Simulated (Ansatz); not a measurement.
Consider the hydrogenolysis of a C–C bond: `C=CCCC(=O)OCC` + H₂ → `CCOC=O` + `C=CCC`.

Computed with Ansatz on PBE0-D4/def2-TZVP structures; ΔE is electronic, products minus reactants. CCSD(T)/CBS adds triple-zeta CCSD(T) − MP2 to the extrapolated MP2 energy (def2 sets, frozen cores). This one scheme is used for every species. Each species was taken in one conformer, which may not be the lowest.

`C=CCCC(=O)OCC`:

Z-matrix (Å, degrees):
```
C
C 1 1.493
C 1 1.523 2 112.9
H 1 1.093 2 109.6 3 121.6
H 1 1.095 2 109.3 3 -120.7
C 2 1.325 1 124.6 3 -116.9
H 2 1.087 1 115.8 3 62.9
C 3 1.505 1 113.3 2 -67.7
H 3 1.096 1 110.4 2 173.1
H 3 1.093 1 111.5 2 55.4
H 6 1.086 2 121.5 1 -0.7
H 6 1.084 2 121.6 1 179.8
O 8 1.203 3 125.2 1 -15.2
O 8 1.338 3 110.9 1 165.8
C 14 1.434 8 116.5 3 177.4
C 15 1.509 14 111.4 8 -84.1
H 15 1.090 14 104.5 8 155.4
H 15 1.091 14 108.9 8 38.8
H 16 1.093 15 109.8 14 -176.1
H 16 1.091 15 110.8 14 64.6
H 16 1.092 15 110.8 14 -56.6
```

H₂:

Cartesian coordinates in Å:
```
H 0.109 -0.345 0.092
H -0.109 0.345 -0.092
```

`CCOC=O`:

Cartesian coordinates in Å:
```
C 0.685 -0.995 -0.646
C -0.646 -0.432 -0.213
O -0.633 1.006 -0.219
C -0.156 1.597 0.873
O 0.253 1.048 1.854
H 0.622 -2.084 -0.701
H 1.466 -0.735 0.069
H 0.964 -0.618 -1.631
H -0.916 -0.776 0.786
H -1.440 -0.698 -0.912
H -0.199 2.688 0.739
```

`C=CCC`:

Cartesian coordinates in Å:
```
C 0.077 0.283 -1.971
C 0.353 -0.339 -0.834
C -0.526 -0.361 0.372
C 0.154 0.238 1.599
H -0.852 0.830 -2.104
H 0.763 0.268 -2.810
H 1.299 -0.873 -0.741
H -1.455 0.174 0.156
H -0.805 -1.399 0.593
H 1.081 -0.291 1.833
H 0.405 1.288 1.430
H -0.494 0.180 2.476
```

```
        species  CCSD(T)/CBS(def2) energy (Eh)
`C=CCCC(=O)OCC`                     -423.93376
             H₂                       -1.17544
       `CCOC=O`                     -268.11331
        `C=CCC`                     -157.00673
```

Task: Work out ΔE.

Result: ΔE = (-268.11331) + (-157.00673) − (-423.93376) − (-1.17544) = -0.01084 Eh = -28.5 kJ/mol.

Largest T1 diagnostic among the species: 0.014.

In def2-TZVPP, CCSD(T) changes the Hartree–Fock value by +22.7 kJ/mol (the triples alone add +4.9 kJ/mol) and MP2 by +25.9 kJ/mol. The D4 term adds +14.3 kJ/mol with B3LYP and +8.5 kJ/mol with PBE0; it sums over pairs of atoms, weighted by their polarisabilities, and B3LYP, whose exchange is more repulsive, gets the larger term.

B3LYP here is the variant with VWN-RPA as its local correlation; programs differ in this.
